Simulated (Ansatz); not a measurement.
Hg (fcc)

Method: r²SCAN, scalar-relativistic; no spin polarisation; PAW, 500 eV, 14×14×14 k-mesh, Gaussian smearing of 0.05 eV; code Ansatz. The datasets are Ansatz's generated set soft_2.

```
Hg
1.0
     0.00000    2.37622    2.37622
     2.37622    0.00000    2.37622
     2.37622    2.37622    0.00000
Hg
1
Direct
  0.00000 0.00000 0.00000
```

At room temperature Hg is liquid, and it freezes in another structure.

Question: Which orbitals carry the states at the Fermi level, and how many states are there?

Answer: Within 0.1 eV of it: Hg 6s 97 % (shares among the projected shells, which hold 72 % of the states there). The density of states at the Fermi level is about 0.28 states/eV per cell, averaged over 0.3 eV.

Density of states (tetrahedra, averaged over 0.4 eV; states/eV per cell of 1 atom; energy in eV from the Fermi level; projections on Löwdin-orthogonalised atomic orbitals, summed over sites):

| E | total | Hg 5d | Hg 6s |
| --- | --- | --- | --- |
| -7.65 | 0.1 | 0.0 | 0.1 |
| -7.25 | 4.9 | 4.4 | 0.5 |
| -6.85 | 6.0 | 5.8 | 0.2 |
| -6.45 | 6.7 | 6.5 | 0.2 |
| -6.05 | 6.9 | 6.8 | 0.1 |
| -5.65 | 1.1 | 0.9 | 0.1 |
| -5.25 | 0.2 | 0.1 | 0.1 |
| -4.85 | 0.2 | 0.1 | 0.2 |
| -4.45 | 0.2 | 0.0 | 0.2 |
| -4.05 | 0.3 | 0.0 | 0.2 |
| -3.65 | 0.3 | 0.0 | 0.2 |
| -3.25 | 0.3 | 0.0 | 0.2 |
| -2.85 | 0.3 | 0.0 | 0.3 |
| -2.45 | 0.3 | 0.0 | 0.3 |
| -2.05 | 0.4 | 0.0 | 0.3 |
| -1.65 | 0.5 | 0.0 | 0.4 |
| -1.25 | 0.4 | 0.0 | 0.4 |
| -0.85 | 0.4 | 0.0 | 0.3 |
| -0.45 | 0.3 | 0.0 | 0.3 |
| -0.05 | 0.3 | 0.0 | 0.2 |
| 0.35 | 0.1 | 0.0 | 0.0 |
| 0.75 | 0.2 | 0.0 | 0.0 |
| 1.15 | 0.2 | 0.0 | 0.0 |
| 1.55 | 0.3 | 0.0 | 0.0 |
| 1.95 | 0.5 | 0.0 | 0.0 |
| 2.35 | 0.5 | 0.0 | 0.0 |
| 2.75 | 0.5 | 0.0 | 0.0 |
| 3.15 | 0.4 | 0.0 | 0.0 |
| 3.55 | 0.4 | 0.0 | 0.0 |
| 3.95 | 0.4 | 0.0 | 0.0 |
| 4.35 | 0.4 | 0.0 | 0.0 |
| 4.75 | 0.4 | 0.0 | 0.0 |
| 5.15 | 0.4 | 0.0 | 0.0 |
| 5.55 | 0.5 | 0.0 | 0.0 |
| 5.95 | 0.5 | 0.0 | 0.0 |

Spin–orbit coupling, which matters for such heavy elements, is left out.
